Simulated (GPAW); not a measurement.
Two runs for the Li K edge of atom 2 in LiF (Griceite, Fm-3m). Run A: GPAW, PBE, full core hole (charged cell), 16-atom cell with 5.7 Å between holes, 5×5×5 k points, dipole transitions, Gaussian full width 0.9 eV up to 4 eV, rising linearly to 3.5 eV at 25 eV. Run B differs in one choice.

Energy from the lowest empty level; intensity scaled to a mean of 1 over the first 20 eV:

```csv
E (eV),A,B
-2.0,0.00,0.00
-1.0,0.00,0.00
0.0,0.02,0.03
1.0,1.06,1.60
2.0,6.15,6.10
3.0,1.28,0.92
4.0,0.51,0.53
5.0,1.92,1.85
6.0,1.40,1.45
7.0,0.49,0.44
8.0,1.98,1.90
9.0,2.22,2.34
10.0,0.61,0.67
11.0,0.15,0.16
12.0,0.13,0.13
13.0,0.15,0.15
14.0,0.17,0.17
15.0,0.20,0.19
16.0,0.23,0.21
17.0,0.28,0.25
18.0,0.31,0.29
19.0,0.32,0.31
20.0,0.31,0.31
21.0,0.28,0.28
22.0,0.27,0.25
23.0,0.29,0.25
24.0,0.37,0.29
25.0,0.48,0.38
26.0,0.56,0.48
27.0,0.56,0.54
28.0,0.47,0.51
29.0,0.34,0.41
```

Q: What was changed?
a) the k mesh of the spectrum
b) the k mesh of the field
c) the volume of the cell
d) the broadening

(c): run B changes the volume scale from 1 to 0.94. The scaled spectrum changes by 11 % r.m.s. The highest intensity below 16 eV goes from 2.2 eV (6.35) to 2.1 eV (6.15). Other settings could leave a like mark; this is the one that was changed.

[Banner, clock and machine lines of the logs are left out without a mark of their own.]

[Logs are printed without paths, hosts, clocks, repeated set-up lines and the standing remarks that a program may print on its own settings, such as how far it seeks lower states.]

[Hosts, paths, dates, database ids (printed as entryN), source tags and the programs' standing remarks are cut or masked in the printed files.]

[Lists of maxima count a maximum above −3 eV only where it reaches 4 % of the highest in the window and stands out from its surroundings by 2 % of it (1.5 % where it reaches 55 %); shoulders and weaker maxima are passed over, and of the rest the first, up to two pre-edge ones and the few strongest are named.]
